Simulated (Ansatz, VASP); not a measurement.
Two plane-wave programs on Se

```
Se
1.0
     4.33690    0.00000    0.00000
    -2.16845    3.75586    0.00000
     0.00000    0.00000    4.92035
Se
3
Direct
  0.77460 0.77460 0.00000
  0.00000 0.22540 0.66667
  0.22540 0.00000 0.33333
```

Alike in both runs: task single point; functional r2SCAN; k mesh 7 × 7 × 6; occupations fermi-dirac, width 0.05 eV; no spin polarisation.

|  | VASP | Ansatz |
| --- | --- | --- |
| version | VASP 6.6.1 | Ansatz 0.2.0 |
| potentials or method | VASP PAW PBE potentials, release 64 (Se) | Ansatz PAW |
| plane-wave cutoff (eV) | 520 | 500 |
| valence electrons in the cell | 18 | 48 |

Ansatz gave:

| Property | Result |
| --- | --- |
| gap on the k mesh at the Fermi level (eV) | 1.44 |
| least direct gap on the mesh (eV) | 1.74 |
| pressure (GPa) | 2.6 |
| largest component of the traceless stress (GPa) | 1.04 |
| rms of the force components (eV/Å) | 0.151 |

Estimate VASP's values.

gap on the k mesh at the Fermi level (eV): 1.44; least direct gap on the mesh (eV): 1.73; pressure (GPa): 2.6; largest component of the traceless stress (GPa): 1.03; rms of the force components (eV/Å): 0.153.

Atom by atom the forces differ by 0.002 eV/Å (rms over components). The two sets of potentials don't hold the same shells in valence.

Caveats: the PAW data sets were made with another functional, which shifts forces and pressure a little (VASP); an odd mesh through Γ misses points on the zone boundary, where band edges often lie (VASP); odd divisions of the mesh miss points on the zone boundary, where band edges often lie, so the gap on the mesh can be too wide (Ansatz); the PAW data sets come from PBE, with cores solved anew for the run's functional, which leaves a small shift of forces and pressure (Ansatz). r2SCAN opens gaps a little over a GGA but as a rule still falls short of measured ones.
